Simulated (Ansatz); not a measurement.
# CdSe: the cell at several levels of theory, part 2 of 2

The system is CdSe in the 4H polytype structure, a generated structure that needn't be the ground state.

Ansatz 0.2.0, plane waves.

## (3) Relaxation with r2SCAN

The cell of step 2 is the starting point.

The input, input.yaml:

```yaml
crystal:
  lattice:
    - [4.3826973248, 0.0, 0.0]
    - [-2.1913486624, 3.7955272204, 0.0]
    - [0.0, 0.0, 14.3053199111]
  atoms:
    - { symbol: Cd, position: [0.0, 0.0, -0.0001635468] }
    - { symbol: Cd, position: [0.3333333333, 0.6666666667, 0.2499698775] }
    - { symbol: Cd, position: [0.0, 0.0, 0.4998364532] }
    - { symbol: Cd, position: [0.6666666667, 0.3333333333, 0.7499698775] }
    - { symbol: Se, position: [0.0, 0.0, 0.1874660278] }
    - { symbol: Se, position: [0.3333333333, 0.6666666667, 0.4377276415] }
    - { symbol: Se, position: [0.0, 0.0, 0.6874660278] }
    - { symbol: Se, position: [0.6666666667, 0.3333333333, 0.9377276415] }
kpoints:
  mp_grid: { grid: [6, 6, 2] }
hamiltonian:
  xc: r2scan
scf:
  occupations: { method: fermi_dirac, width: 0.02 }
relax:
  f_tol: 0.005
  cell: {}
```

Launch:

```sh
> ansatz run input.yaml --threads 2 --pin off --max-ram 20275MiB --backend cpu --events-out ev --progress --plain --runs-dir out
```

What it wrote:

```text
Engine: ansatz 0.2.0, x86_64-unknown-linux-gnu
Pseudopotentials: kind: paw
Pseudopotential: Cd, paw, valence charge 20, recommended cutoff 500 eV (meta_gga), Cd.paw.azcp
Pseudopotential: Se, paw, valence charge 16, recommended cutoff 500 eV (meta_gga), Se.paw.azcp
Functional definition: r2SCAN
  parameter k0 = 0.174
  parameter k1 = 0.065
  parameter a1 = 4.9479
  exchange = r2scan_x(k0 = k0, k1 = k1, a1 = a1)
  correlation = r2scan_c
Crystal: 8 atoms, lattice volume = 237.964 Å³
Basis set: ecut = 500 eV, 5987 PW (Γ), exchange–correlation on 128×128×432 points (64 copies of the dense FFT grid, shifted against one another)
Bands: 87, of which v1, the nominal top of the filled ones, is band 72 counted from 1 (71 counted from 0)
Symmetry: 12 space group operations
Space group: P63mc (ITA 186), of the structure as read, at distance tolerance 6.2e-5 Å
k-points: 14 of 72
Non-local potential: Cd, projectors of the file, l = 0: 3, l = 1: 2, l = 2: 2, l = 3: 1
Non-local potential: Se, projectors of the file, l = 0: 2, l = 1: 2, l = 2: 3, l = 3: 1
PAW form: soft (Blöchl's): semilocal exchange-correlation on the pseudo side does not see the compensation charge
PAW frozen core: Cd, regenerated for the run's functional (the file was generated under x = pbe(κ = 0.804, μ = 0.2195149727645171), c = pbe(β = 0.06672455060314922))
PAW frozen core: Se, regenerated for the run's functional (the file was generated under x = pbe(κ = 0.804, μ = 0.2195149727645171), c = pbe(β = 0.06672455060314922))
PAW one-centre angular grid: Cd, 590 points (default); XC on 160 Gauss nodes
PAW one-centre angular grid: Se, 590 points (default); XC on 160 Gauss nodes
Initial density: superposition of atomic densities (neutral atoms: chi_scale 0, normalization atom), corrected by the library's trained network
Initial wavefunctions: pseudopotential atomic-orbital guess
Functional: x = r2scan, c = r2scan; τ floored in thin density (d = 2e-4 eV/Å³)
SCF iter   1: F=—  HF=-54991.275801 eV  |F-HF|=—  |Δ(HF+E_count)|=         —  Δρ=5.13e-3  dr2=3.99e-2  dr2_τ=5.89e-2  ethr=1.77e-3  ⟨swp⟩=6.1  Hψ=4363  notcnv=0  defer=5
preconditioner: auto → Resta (q_TF=auto, 2.509 Å⁻¹)  ε∞=3.7  [insulator: Δε(μ)=1.008 eV  Ē_g=12.428 eV  σ=0.020 eV  W_gap=1.00  n_scr=64 (ndim 8)  ℏωp=20.4 eV  f_vac=0.220  D(μ)=0.00/eV (n_scr^D=0)  ε∞_Penn≈3.7]
SCF iter   2: F=—  HF=-54991.301704 eV  |F-HF|=—  |Δ(HF+E_count)|=   2.59e-2  Δρ=2.85e-3  dr2=1.04e-2  dr2_τ=1.97e-3  ethr=2.77e-5  ⟨swp⟩=2.1  Hψ=2285  notcnv=0  defer=124
SCF iter   3: F=—  HF=-54991.305936 eV  |F-HF|=—  |Δ(HF+E_count)|=   4.23e-3  Δρ=9.01e-4  dr2=1.63e-3  dr2_τ=1.23e-4  ethr=7.20e-6  ⟨swp⟩=2.1  Hψ=1385  notcnv=0  defer=68
automatic band count: iteration 3 solves 83 bands in place of 87: the levels show a gap, and the empty bands left out lie too high to hold charge; the band table lists the bands solved (type scf.n_extra_bands for more)
SCF iter   4: F=—  HF=-54991.306560 eV  |F-HF|=—  |Δ(HF+E_count)|=   6.25e-4  Δρ=1.90e-4  dr2=9.45e-5  dr2_τ=5.28e-6  ethr=1.13e-6  ⟨swp⟩=2.1  Hψ=1940  notcnv=0  defer=68
SCF iter   5: F=—  HF=-54991.306815 eV  |F-HF|=—  |Δ(HF+E_count)|=   2.54e-4  Δρ=6.62e-5  dr2=1.53e-5  dr2_τ=3.31e-7  ethr=6.56e-8  ⟨swp⟩=2.1  Hψ=1634  notcnv=0  defer=68
SCF iter   6: F=—  HF=-54991.306820 eV  |F-HF|=—  |Δ(HF+E_count)|=   4.76e-6  Δρ=1.85e-5  dr2=8.59e-7  dr2_τ=2.33e-8  ethr=1.07e-8  ⟨swp⟩=2.0  Hψ=1594  notcnv=0  defer=68
SCF iter   7: F=-54991.306820 eV  HF=-54991.306820 eV  |F-HF|=2.03e-8  |Δ(HF+E_count)|=   4.75e-7  Δρ=5.07e-6  dr2=5.86e-8  dr2_τ=3.17e-9  ethr=6.94e-11  ⟨swp⟩=3.0  Hψ=4232  notcnv=0
SCF 1 converged in 7 iterations: F = -54991.306820 eV  dr2 = 5.86e-8
relax step   1: F+E_penalty+E_count = -54991.30682001 eV  Δ(F+E_penalty+E_count) = +0.000e0 eV  max|allowed force component| = 4.404e-3 eV/Å  Δτ_max = 0.0000 Å  P = -1.460 GPa  Ω = 237.964 Å³  (7 SCF iters, dr2 threshold 1.00e-7 eV, accepted)
Crystal: 8 atoms, lattice volume = 226.273 Å³
Basis set: ecut = 500 eV, 5721 PW (Γ), exchange–correlation on 128×128×432 points (64 copies of the dense FFT grid, shifted against one another)
Initial density: handed on by an earlier stage of this run
Initial wavefunctions: those handed on with the density
iter 1 solved again at ethr=1.45e-5 eV; its pass at ethr=3.10e-3 eV (dr2=2.08e-2 eV) is discarded
SCF iter   1: F=—  HF=-54990.987998 eV  |F-HF|=—  |Δ(HF+E_count)|=         —  Δρ=2.41e-3  dr2=2.06e-2  dr2_τ=2.59e-1  ethr=1.45e-5  ⟨swp⟩=2.2  Hψ=4849  notcnv=0
automatic band count: iteration 1 solves 83 bands in place of 87: the levels show a gap, and the empty bands left out lie too high to hold charge; the band table lists the bands solved (type scf.n_extra_bands for more)
preconditioner: auto → Resta (q_TF=auto, 2.530 Å⁻¹)  ε∞=4.1  [insulator: Δε(μ)=0.998 eV  Ē_g=11.922 eV  σ=0.020 eV  W_gap=1.00  n_scr=64 (ndim 8)  ℏωp=20.9 eV  f_vac=0.200  D(μ)=0.00/eV (n_scr^D=0)  ε∞_Penn≈4.1]
SCF iter   2: F=—  HF=-54991.327785 eV  |F-HF|=—  |Δ(HF+E_count)|=   3.40e-1  Δρ=1.13e-3  dr2=3.43e-3  dr2_τ=3.80e-4  ethr=1.43e-5  ⟨swp⟩=3.2  Hψ=2554  notcnv=0
SCF iter   3: F=—  HF=-54991.327279 eV  |F-HF|=—  |Δ(HF+E_count)|=   5.06e-4  Δρ=6.66e-4  dr2=1.15e-3  dr2_τ=3.84e-5  ethr=2.38e-6  ⟨swp⟩=2.1  Hψ=2115  notcnv=0
SCF iter   4: F=—  HF=-54991.327232 eV  |F-HF|=—  |Δ(HF+E_count)|=   4.70e-5  Δρ=1.51e-4  dr2=1.11e-4  dr2_τ=2.63e-6  ethr=7.98e-7  ⟨swp⟩=2.0  Hψ=1369  notcnv=0
SCF iter   5: F=—  HF=-54991.327451 eV  |F-HF|=—  |Δ(HF+E_count)|=   2.18e-4  Δρ=7.15e-5  dr2=1.00e-5  dr2_τ=5.76e-7  ethr=7.72e-8  ⟨swp⟩=2.0  Hψ=1946  notcnv=0
SCF iter   6: F=—  HF=-54991.327456 eV  |F-HF|=—  |Δ(HF+E_count)|=   5.58e-6  Δρ=3.90e-5  dr2=2.48e-6  dr2_τ=4.10e-8  ethr=6.97e-9  ⟨swp⟩=2.0  Hψ=1946  notcnv=0
SCF iter   7: F=-54991.327456 eV  HF=-54991.327456 eV  |F-HF|=7.88e-9  |Δ(HF+E_count)|=   2.28e-7  Δρ=1.29e-5  dr2=4.67e-7  dr2_τ=1.18e-8  ethr=5.56e-10  ⟨swp⟩=4.0  Hψ=3370  notcnv=0
SCF 2 converged in 7 iterations: F = -54991.327456 eV  dr2 = 4.67e-7
relax step   2: F+E_penalty+E_count = -54991.32745633 eV  Δ(F+E_penalty+E_count) = -2.064e-2 eV  max|allowed force component| = 6.706e-3 eV/Å  Δτ_max = 0.0012 Å  P = +1.087 GPa  Ω = 226.273 Å³  energy of the carried Pulay correction = +2.735e-3 eV  (7 SCF iters, dr2 threshold 8.00e-7 eV, accepted)
Crystal: 8 atoms, lattice volume = 231.119 Å³
Basis set: ecut = 500 eV, 5793 PW (Γ), exchange–correlation on 128×128×432 points (64 copies of the dense FFT grid, shifted against one another)
iter 1 solved again at ethr=2.67e-6 eV; its pass at ethr=3.10e-3 eV (dr2=3.84e-3 eV) is discarded
SCF iter   1: F=—  HF=-54991.287386 eV  |F-HF|=—  |Δ(HF+E_count)|=         —  Δρ=1.08e-3  dr2=3.84e-3  dr2_τ=4.75e-2  ethr=2.67e-6  ⟨swp⟩=2.3  Hψ=4687  notcnv=0
automatic band count: iteration 1 solves 83 bands in place of 87: the levels show a gap, and the empty bands left out lie too high to hold charge; the band table lists the bands solved (type scf.n_extra_bands for more)
preconditioner: auto → Resta (q_TF=auto, 2.521 Å⁻¹)  ε∞=4.1  [insulator: Δε(μ)=1.109 eV  Ē_g=11.780 eV  σ=0.020 eV  W_gap=1.00  n_scr=64 (ndim 8)  ℏωp=20.7 eV  f_vac=0.212  D(μ)=0.00/eV (n_scr^D=0)  ε∞_Penn≈4.1]
SCF iter   2: F=—  HF=-54991.341559 eV  |F-HF|=—  |Δ(HF+E_count)|=   5.42e-2  Δρ=5.19e-4  dr2=7.35e-4  dr2_τ=6.85e-5  ethr=2.67e-6  ⟨swp⟩=3.0  Hψ=2516  notcnv=0
SCF iter   3: F=—  HF=-54991.341608 eV  |F-HF|=—  |Δ(HF+E_count)|=   4.92e-5  Δρ=2.91e-4  dr2=2.40e-4  dr2_τ=6.49e-6  ethr=5.10e-7  ⟨swp⟩=3.0  Hψ=2225  notcnv=0
SCF iter   4: F=—  HF=-54991.341588 eV  |F-HF|=—  |Δ(HF+E_count)|=   1.99e-5  Δρ=6.81e-5  dr2=2.25e-5  dr2_τ=5.22e-7  ethr=1.67e-7  ⟨swp⟩=2.0  Hψ=1374  notcnv=0
SCF iter   5: F=—  HF=-54991.341590 eV  |F-HF|=—  |Δ(HF+E_count)|=   1.77e-6  Δρ=3.40e-5  dr2=2.41e-6  dr2_τ=1.19e-7  ethr=1.56e-8  ⟨swp⟩=2.0  Hψ=1666  notcnv=0
SCF iter   6: F=-54991.341591 eV  HF=-54991.341591 eV  |F-HF|=2.27e-7  |Δ(HF+E_count)|=   9.79e-7  Δρ=2.04e-5  dr2=6.91e-7  dr2_τ=8.86e-9  ethr=5.56e-10  ⟨swp⟩=4.0  Hψ=3344  notcnv=0
SCF 3 converged in 6 iterations: F = -54991.341591 eV  dr2 = 6.91e-7
relax step   3: F+E_penalty+E_count = -54991.34159088 eV  Δ(F+E_penalty+E_count) = -1.413e-2 eV  max|allowed force component| = 9.047e-4 eV/Å  Δτ_max = 0.0009 Å  P = -0.055 GPa  Ω = 231.119 Å³  energy of the carried Pulay correction = +1.585e-3 eV  (6 SCF iters, dr2 threshold 8.00e-7 eV, accepted)
Crystal: 8 atoms, lattice volume = 230.882 Å³
iter 1 solved again at ethr=9.33e-9 eV; its pass at ethr=3.10e-3 eV (dr2=1.34e-5 eV) is discarded
SCF iter   1: F=—  HF=-54991.341385 eV  |F-HF|=—  |Δ(HF+E_count)|=         —  Δρ=4.36e-5  dr2=7.32e-6  dr2_τ=1.10e-4  ethr=9.33e-9  ⟨swp⟩=2.0  Hψ=4542  notcnv=0
automatic band count: iteration 1 solves 83 bands in place of 87: the levels show a gap, and the empty bands left out lie too high to hold charge; the band table lists the bands solved (type scf.n_extra_bands for more)
preconditioner: auto → Resta (q_TF=auto, 2.522 Å⁻¹)  ε∞=4.1  [insulator: Δε(μ)=1.068 eV  Ē_g=11.802 eV  σ=0.020 eV  W_gap=1.00  n_scr=64 (ndim 8)  ℏωp=20.7 eV  f_vac=0.210  D(μ)=0.00/eV (n_scr^D=0)  ε∞_Penn≈4.1]
SCF iter   2: F=—  HF=-54991.341690 eV  |F-HF|=—  |Δ(HF+E_count)|=   3.05e-4  Δρ=3.17e-5  dr2=2.18e-6  dr2_τ=1.44e-7  ethr=5.08e-9  ⟨swp⟩=2.7  Hψ=2196  notcnv=0
SCF iter   3: F=—  HF=-54991.341690 eV  |F-HF|=—  |Δ(HF+E_count)|=   3.00e-7  Δρ=1.83e-5  dr2=7.07e-7  dr2_τ=3.26e-8  ethr=1.52e-9  ⟨swp⟩=2.0  Hψ=2114  notcnv=0
SCF iter   4: F=—  HF=-54991.341690 eV  |F-HF|=—  |Δ(HF+E_count)|=   3.17e-8  Δρ=3.92e-6  dr2=4.99e-8  dr2_τ=1.61e-9  ethr=4.91e-10  ⟨swp⟩=2.0  Hψ=1648  notcnv=0
SCF iter   5: F=-54991.341690 eV  HF=-54991.341690 eV  |F-HF|=8.80e-10  |Δ(HF+E_count)|=  4.29e-10  Δρ=1.13e-6  dr2=2.99e-9  dr2_τ=1.14e-10  ethr=5.21e-12  ⟨swp⟩=2.0  Hψ=4172  notcnv=0
SCF 4 converged in 5 iterations: F = -54991.341690 eV  dr2 = 2.99e-9
relax step   4: F+E_penalty+E_count = -54991.34168989 eV  Δ(F+E_penalty+E_count) = -9.901e-5 eV  max|allowed force component| = 1.238e-4 eV/Å  Δτ_max = 0.0001 Å  P = -0.003 GPa  Ω = 230.882 Å³  energy of the carried Pulay correction = +1.641e-3 eV  (5 SCF iters, dr2 threshold 7.50e-9 eV, accepted)
Initial wavefunctions: pseudopotential atomic-orbital guess (no wavefunctions were taken with the density)
iter 1 solved again at ethr=4.27e-8 eV; its pass at ethr=3.10e-3 eV (dr2=6.14e-5 eV) is discarded
SCF iter   1: F=—  HF=-54991.340049 eV  |F-HF|=—  |Δ(HF+E_count)|=         —  Δρ=4.45e-5  dr2=5.78e-7  dr2_τ=7.36e-6  ethr=4.27e-8  ⟨swp⟩=3.0  Hψ=7603  notcnv=0
preconditioner: auto → Resta (q_TF=auto, 2.522 Å⁻¹)  ε∞=3.7  [insulator: Δε(μ)=1.070 eV  Ē_g=12.519 eV  σ=0.020 eV  W_gap=1.00  n_scr=64 (ndim 8)  ℏωp=20.7 eV  f_vac=0.210  D(μ)=0.00/eV (n_scr^D=0)  ε∞_Penn≈3.7]
SCF iter   2: F=—  HF=-54991.340219 eV  |F-HF|=—  |Δ(HF+E_count)|=   1.70e-4  Δρ=2.28e-5  dr2=1.53e-7  dr2_τ=1.69e-7  ethr=4.01e-10  ⟨swp⟩=2.0  Hψ=2226  notcnv=0
SCF iter   3: F=—  HF=-54991.340219 eV  |F-HF|=—  |Δ(HF+E_count)|=   3.29e-7  Δρ=2.27e-6  dr2=3.80e-9  dr2_τ=2.45e-9  ethr=1.06e-10  ⟨swp⟩=2.0  Hψ=2168  notcnv=0
SCF iter   4: F=—  HF=-54991.340219 eV  |F-HF|=—  |Δ(HF+E_count)|=   3.09e-9  Δρ=5.19e-7  dr2=3.43e-10  dr2_τ=8.14e-11  ethr=2.64e-12  ⟨swp⟩=2.0  Hψ=2170  notcnv=0
SCF iter   5: F=-54991.340219 eV  HF=-54991.340219 eV  |F-HF|=4.37e-11  |Δ(HF+E_count)|=  2.33e-10  Δρ=1.15e-7  dr2=1.20e-11  dr2_τ=1.35e-11  ethr=1.00e-12  ⟨swp⟩=4.0  Hψ=3746  notcnv=0
SCF 5 converged in 5 iterations: F = -54991.340219 eV  dr2 = 1.20e-11
relax step   5: F+E_penalty+E_count = -54991.34021933 eV  Δ(F+E_penalty+E_count) = +1.471e-3 eV  max|allowed force component| = 1.215e-4 eV/Å  Δτ_max = 0.0000 Å  P = -0.009 GPa  Ω = 230.882 Å³  stress off target by 8.74e-3 GPa  SCF on the basis re-selected at this cell (its energy is not comparable with the rows above)  (5 SCF iters)
basis re-selected at this cell: Δ(F+E_penalty+E_count) = +1.471e-3 eV, ΔP = -0.006 GPa vs the last step (what re-selecting the basis moved, of the pressure what is left beyond the Pulay correction that the steps carried, after the strain that the cell walked since its last selection, with what the two solves' SCF thresholds leave and, on support functions, any second-order correction that the steps lacked; it is no measure of the basis error at this ecutwfc). This SCF's stress stands 8.74e-3 GPa from its target on what of the cell is left free (relax.cell.stress_tol is 5.00e-2 GPa) and its largest allowed force component is 1.21e-4 eV/Å (relax.f_tol is 5.00e-3 eV/Å): within both
SCF converged after 5 iterations
Free energy (F): -54991.340219 eV
Harris-Foulkes:  -54991.340219 eV  (|F-HF|=4.37e-11)
Internal energy: -54991.340219 eV  (E = F + TS)
E sigma→0 (E₀):  -54991.340219 eV
Fermi energy:    7.358193 eV
--- Per-component energies (eV) ---
  E_band       = -3755.382887
  E_kinetic    = 2496.535015
  E_local      = -25780.280116  (includes V_loc(G=0)·N_el)
  E_nonlocal   = -2242.642073
  E_hartree    = 12253.000200
  E_xc         = -1066.182289
  E_vxc        = -1406.109017  (∫ρ·V_xc dr)
  E_paw        = -24125.693851  (= ΣΔE_a)
  E_vpaw       = -1418.966099  (= ΣTr[D̂ρ^β])
  E_aug_tail   = -0.000815  (compensation charges beyond the density's cutoff)
  E_vtau       = 90.079805  (kinetic-family band-sum trace: ∫τ·v_τ [+ j·A + Jᵃ·Aᵃ] dr)
  E_ewald      = -16516.758125
  E_core_change = -9.318164  (= ΣΔE_core)
  E_smearing   = -0.000000  (= −TS)
  E_closure    = -0.000000  (closes the sum)
  Σ components = -54991.340219   (vs F -54991.340219, Δ=0.00e0)
--- Forces (eV/Å), atoms counted from 1 ---
  atom   1  Cd     0.00000000    -0.00000000    -0.00003696
  atom   2  Cd     0.00000000    -0.00000000     0.00002521
  atom   3  Cd    -0.00000000     0.00000000    -0.00003696
  atom   4  Cd     0.00000000     0.00000000     0.00002521
  atom   5  Se    -0.00000000     0.00000000    -0.00010866
  atom   6  Se    -0.00000000    -0.00000000     0.00012183
  atom   7  Se     0.00000000    -0.00000000    -0.00010866
  atom   8  Se     0.00000000     0.00000000     0.00012183
  max |Σ_I F_I| component: 2.83e-6 eV/Å
--- Stress (GPa, compression-positive) ---
       -0.008657       0.000000      -0.000000
        0.000000      -0.008657       0.000000
       -0.000000       0.000000      -0.008742
  P = ⅓ Tr σ = -0.0087 GPa (-0.087 kbar)
--- Relaxed structure (4 steps of the walk, 4 accepted, 1 SCFs on fresh bases) ---
  F+E_penalty+E_count = -54991.34021933 eV   max|allowed force component| = 1.215e-4 eV/Å   (the final SCF, on the basis selected at the relaxed cell)
  cell:  # Å, volume = 230.8821 Å³
    - [4.3392846050559895, 0.0, 2.724216205998776e-34]
    - [-2.1696423025279947, 3.7579307022292117, -2.148521582931455e-34]
    - [8.891963429271291e-34, -2.9639878097570972e-34, 14.158698905331908]
  atoms:
    - { symbol: Cd, position: [3.6721419456324684e-33, 8.201190748667888e-33, -0.00020156338885557] }
    - { symbol: Cd, position: [0.33333333333333326, 0.6666666666666666, 0.24996213443418977] }
    - { symbol: Cd, position: [-3.678262461588059e-33, -8.374559565731761e-33, 0.4997984366111445] }
    - { symbol: Cd, position: [0.6666666666666667, 0.33333333333333326, 0.7499621344341899] }
    - { symbol: Se, position: [3.846139746099132e-33, 9.486657099580514e-33, 0.18749998812873142] }
    - { symbol: Se, position: [0.33333333333333326, 0.6666666666666666, 0.43773944082593447] }
    - { symbol: Se, position: [-4.1518553277137636e-33, -9.321745297983171e-33, 0.6874999881287314] }
    - { symbol: Se, position: [0.6666666666666667, 0.33333333333333326, 0.9377394408259346] }
```

Run time: 63 s. Hardware: 2 threads of AMD EPYC 7R13 (Zen 3), shared host; peak memory 1.2 GiB.

Ionic steps:

```csv
step,energy change (meV/atom),largest force (eV/Å),pressure (GPa),volume (Å³/atom)
1,0.0,0.0044,-1.46,29.745
2,-2.6,0.0067,1.09,28.284
3,-4.3,0.0009,-0.05,28.890
4,-4.4,0.0001,0.00,28.860
5,-4.2,0.0001,-0.01,28.860
```

Step 5 solves the same cell on a plane-wave basis chosen anew, so the energy can jump there without a move.

The table lists every geometry solved, with passes on a fresh basis, whose energies don't compare exactly with the rows above.

|  | before | after | change |
| --- | --- | --- | --- |
| a (Å) | 4.383 | 4.339 | -0.99 % |
| c (Å) | 14.305 | 14.159 | -1.02 % |
| volume (Å³/atom) | 29.745 | 28.860 | -2.98 % |
| shortest distance (Å) | 2.682 | 2.655 | -1.00 % |
| space group | P6_3mc | P6_3mc | same |

## (4) All levels compared

The summary covers parts 1 to 2.

| level | a (Å) | c (Å) | volume (Å³/atom) | space group | SCF geometries |
| --- | --- | --- | --- | --- | --- |
| PBE | 4.383 | 14.305 | 29.745 | P6_3mc | 6 |
| r2SCAN | 4.339 | 14.159 | 28.860 | P6_3mc | 5 |

What this shows: From the start to the first minimum the volume moved by +14.8 %. r2SCAN gives the smallest cell and PBE the largest; they differ by 3.1 % in volume, a mean of 1.0 % in length.
